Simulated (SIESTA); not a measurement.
Slab: P, a slab with vacuum.

```
P
1.0
     3.28373    0.00000    0.00000
     0.00000   34.85703    0.00000
     0.00000    0.00000    4.63208
P
4
Direct
  0.50000 0.97026 0.90785
  0.50000 0.02974 0.09215
  0.00000 0.02974 0.40785
  0.00000 0.97026 0.59215
```

Base run:

```yaml
Program: SIESTA 5.4.2
Functional: vdW-DF-cx
Potentials_or_basis: PseudoDojo 0.4 standard (PBE files)
Basis: DZP (energy shift 0.003 Ry)
Grid_cutoff: 500 Ry
Energy_shift: 0.003 Ry
k_mesh: 8 × 1 × 6
Occupations: fermi-dirac, width 0.05 eV
Spin: no spin polarisation
```

Its results: band gap on the k mesh 1.00 eV, direct; largest force 0.754 eV/Å.

Q: The run is repeated on the same cell with these changes: functional from vdW-DF-cx to BLYP. What comes out?

A: Band gap on the k mesh 1.07 eV, direct; largest force 0.923 eV/Å.

Caveats: the potentials were made for another functional, which shifts forces and pressure; the basis of atomic orbitals isn't converged, which shifts pressures, moduli and gaps.
